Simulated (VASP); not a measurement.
Crystal: ZnO (zincite).

```xyz
4
Lattice="3.2493 0.0000 0.0000 -1.6247 2.8140 0.0000 0.0000 0.0000 5.2057" Properties=species:S:1:pos:R:3 pbc="T T T"
Zn    1.6247    0.9380    0.0000
Zn    0.0000    1.8760    2.6029
O     0.0000    1.8760    4.5759
O     1.6247    0.9380    1.9730
```

Base run:

```yaml
Program: VASP 6.6.1
Functional: PBE0
Potentials_or_basis: VASP PAW PBE potentials, release 64 (Zn, O)
Cutoff: 520 eV
k_mesh: 6 × 6 × 4
Occupations: gaussian, width 0.02 eV
Spin: no spin polarisation
```

Its results: band gap on the k mesh 3.17 eV, direct; pressure 1.5 GPa; largest force 0.082 eV/Å.

Task: The run is repeated on the same cell with these changes: functional from PBE0 to HSE03. What comes out?

Result: Band gap on the k mesh 2.25 eV, direct; pressure 1.9 GPa; largest force 0.083 eV/Å.

Caveats: the PAW data sets were made with another functional, which shifts forces and pressure a little.
